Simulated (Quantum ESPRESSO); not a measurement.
Mg in Quantum ESPRESSO: the effect of dispersion

Mg:

```
Mg
1.0
     3.20930    0.00000    0.00000
    -1.60465    2.77934    0.00000
     0.00000    0.00000    5.21030
Mg
2
Cartesian
  1.6047 0.9264 3.9077
  0.0000 1.8529 1.3026
```

Alike in all runs:

- Program: Quantum ESPRESSO 7.5
- Task: phonons
- Potentials or basis: SSSP 1.3 efficiency PBE
- Cutoff: 748 eV
- Density cutoff: 5987 eV
- k mesh: 10 × 10 × 5
- Occupations: cold, width 0.2 eV
- Spin: no spin polarisation

Each run relaxes the cell or the atoms first.

```tsv
dispersion	functional	relaxed volume (Å³/atom)	highest phonon frequency (cm⁻¹)
none	PBE	22.95	237
D2	PBE	?	?
D3(BJ) two-body	PBE	21.73	263
rVV10	rPW86PBE	22.64	246
rev-vdW-DF2	rev-vdW-DF2	22.86	238
```

Task: What does the run with dispersion D2 give?

Result: Relaxed volume 20.83 Å³/atom; highest phonon frequency 284 cm⁻¹.

Caveats: the mesh is thin for the phonons of a metal; pairwise dispersion overbinds metals, which lowers pressure and volume (some runs); the potentials were made for another functional, which shifts forces and pressure (some runs).
